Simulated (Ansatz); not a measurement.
Here is an Ansatz 0.2.0 calculation.

The input input.yaml:

```yaml
crystal:
  lattice:
    - [2.7663873939, 0.0, 0.0]
    - [-1.3831936969, 2.3957617598, 0.0]
    - [0.0, 0.0, 8.93884516]
  atoms:
    - { symbol: Re, position: [0.6666666667, 0.3333333333, 0.75] }
    - { symbol: Re, position: [0.0, 0.0, 0.5] }
    - { symbol: Re, position: [0.3333333333, 0.6666666667, 0.25] }
    - { symbol: Re, position: [0.0, 0.0, 0.0] }
hamiltonian:
  xc: pbe
  pseudopotentials: { kind: paw }
kpoints:
  mp_grid: { grid: [11, 11, 3] }
scf:
  occupations: { method: gaussian, width: 0.014 }
output:
  forces: true
  stress: true
  eigenvalues: true
```

Potentials or basis: Ansatz PAW.

Run with:

```console
$ ansatz run input.yaml --threads 2 --pin off --max-ram 5632MiB --backend cpu --events-out ev --progress --plain --runs-dir out
```

Task: What does it give for the band gap on the k mesh?

Result: None (metal or under the smearing width).

Task: What does it give for the pressure?

Result: 3.4 GPa.

Stress tensor (GPa, compression positive):
```
3.18 0.00 0.00
0.00 3.18 0.00
0.00 0.00 3.86
```

The run has no spin-orbit coupling, so splittings on Re are missing.
